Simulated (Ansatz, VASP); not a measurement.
**Two plane-wave programs on AlN**

```
Al N
1.0
     0.00000    2.18490    2.18490
     2.18490    0.00000    2.18490
     2.18490    2.18490    0.00000
Al N
1 1
Direct
  0.00000 0.00000 0.00000
  0.75000 0.75000 0.75000
```

Alike in both runs: functional r2SCAN; k mesh 10 × 10 × 10; occupations gaussian, width 0.02 eV; no spin polarisation.

Ansatz relaxed the structure, and its values are those at the end. VASP's run is a single point on that final structure, the one shown.

|  | VASP | Ansatz |
| --- | --- | --- |
| version | VASP 6.6.1 | Ansatz 0.2.0 |
| potentials or method | VASP PAW PBE potentials, release 64 (Al, N) | scalar-relativistic, plane waves, PAW |
| plane-wave cutoff (eV) | 520 | 500 |
| valence electrons in the cell | 8 | 8 |

```csv
,VASP,Ansatz,Ansatz less VASP
gap on the k mesh at the Fermi level (eV),3.93,3.94,+0.007
least direct gap on the mesh (eV),4.88,4.84,-0.039
pressure (GPa),-0.4,0.0,+0.39
```

The functional is the same, so the differences come from potentials, cutoffs and numerics.

Caveats: the PAW data sets were made with another functional, which shifts forces and pressure a little (VASP). r2SCAN opens gaps a little over a GGA but as a rule still falls short of measured ones. A k mesh can miss the band edges.
